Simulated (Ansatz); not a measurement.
Crystal: Cd.

```
Cd
1.0
    -1.78432    1.78432    1.78432
     1.78432   -1.78432    1.78432
     1.78432    1.78432   -1.78432
Cd
1
Direct
  0.00000 0.00000 0.00000
```

This isn't the form of Cd at room conditions, which is hcp.

| Item | Value |
| --- | --- |
| Program | Ansatz 0.2.0 |
| Task | relaxation of cell and atoms |
| Functional | RPBE |
| Potentials or basis | Ansatz PAW |
| Cutoff | 420 eV (not typed: the program's choice for these potentials) |
| k mesh | 10 × 10 × 10 |
| Occupations | fermi-dirac, width 0.05 eV |
| Spin | no spin polarisation |

At the start: volume 22.72 Å³/atom.

Problem. How do energy, volume and symmetry change on relaxing?

Solution. It ends after 5 steps and the volume is 25.16 Å³/atom (+10.7 %); space group Im-3m (No. 229, to 0.05 Å).

The path:
| step | energy change (eV) | largest force (eV/Å) | volume (Å³) |
| --- | --- | --- | --- |
| 1 | 0.0000 | 0.0000 | 22.72 |
| 2 | -0.0217 | 0.0000 | 24.41 |
| 3 | -0.0235 | 0.0000 | 25.04 |
| 4 | -0.0235 | 0.0000 | 25.16 |
| 5 | -0.0242 | 0.0000 | 25.16 |

Final structure:
```yaml
crystal:
  lattice:
    - [-1.84590, 1.84590, 1.84590]
    - [1.84590, -1.84590, 1.84590]
    - [1.84590, 1.84590, -1.84590]
  atoms:
    - { symbol: Cd, position: [0.00000, 0.00000, 0.00000] }
```

Caveat: the plane-wave basis is chosen anew once the cell has moved, so the energies of steps on either side of that aren't comparable; the PAW data sets come from PBE, with cores solved anew for the run's functional, which leaves a small shift of forces and pressure.
